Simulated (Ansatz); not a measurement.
A 2-atom cell of CdO started from a crystallographic database, relaxed with r2SCAN, was run in the PAW code Ansatz under altered settings. All numbers are computed, without spin polarisation but where a row says otherwise.

```
CELL_PARAMETERS angstrom
0.00000 2.35300 2.35300
2.35300 0.00000 2.35300
2.35300 2.35300 0.00000
ATOMIC_POSITIONS crystal
Cd 0.00000 0.00000 0.00000
O 0.50000 0.50000 0.50000
```

The base run's other keys:
```yaml
kpoints:
  mp_grid: { grid: [4, 4, 4] }
hamiltonian:
  xc: hse06
scf:
  occupations: { method: fermi_dirac, width: 0.02 }
  n_extra_bands: 4
```

It takes 15 iterations with 531 plane waves at 420 eV and 8 k points, and leaves a mean stress of -0.02 GPa. The gap over this mesh is 0.920 eV.

Outcomes, with energy and stress as changes against the base:
```tsv
setting	outcome	ΔF (meV/atom)	Δ mean stress (GPa)	gap on the mesh (eV)	iterations
PBE hybrid, exx coeff 0.5, omega 0.3 1/Å	converged	–	-4.2	2.033	20
scf.exx.ecutfock_ratio: 2	converged	+0.3	0.0	0.920	15
PBE hybrid, exx coeff 1.0, omega 0.5 1/Å	converged	–	-9.6	3.362	24
PBE hybrid, exx coeff 0.1, omega 0.3 1/Å	converged, warned	–	+3.7	none	14
basis.ecutwfc: -100	refused	–	–	–	–
basis.ecutwfc: 160	converged, warned	+34307	+4.3	0.054	18
```
A dash marks a value that wasn't obtained or can't be compared. Stress is positive in compression.

- PBE hybrid, exx coeff 0.5, omega 0.3 1/Å. That is 50 % exact exchange, screened with ω = 0.3 1/Å, against HSE06's 25 % screened at 0.208 1/Å. The mean stress moves by -4.2 GPa and the gap on the mesh by +1.113 eV (to 2.033). Totals of different functionals aren't comparable.
- PBE hybrid, exx coeff 1.0, omega 0.5 1/Å. That is 100 % exact exchange, screened with ω = 0.5 1/Å, against HSE06's 25 % screened at 0.208 1/Å. The mean stress moves by -9.6 GPa and the gap on the mesh by +2.443 eV (to 3.362). Totals of different functionals aren't comparable.
- PBE hybrid, exx coeff 0.1, omega 0.3 1/Å. That is 10 % exact exchange, screened with ω = 0.3 1/Å, against HSE06's 25 % screened at 0.208 1/Å. The mean stress moves by +3.7 GPa and the gap on the mesh by -0.928 eV (no gap is left). Totals of different functionals aren't comparable. Warned: filled band counts differ across k points.
- basis.ecutwfc: -100. The program doesn't start. Error: invalid value for `basis.ecutwfc`: must be finite and > 0; got -100 eV
- basis.ecutwfc: 160. 113 plane waves in place of 531. The free energy moves by +34307 meV an atom, the mean stress by +4.3 GPa and the gap on the mesh by -0.866 eV (to 0.054). The basis is too small: these are errors of the cutoff. Warned: cutoff below recommended, filled band counts differ across k points.

Within 1 meV an atom, 0.1 GPa and 0.005 eV of the base stay: scf.exx.ecutfock_ratio: 2.

Spin-orbit coupling is left out.

The program warns that its thresholds are loose for a hybrid's stress.

The meshes of the hybrids are coarse, so their gaps aren't converged to the digits shown.
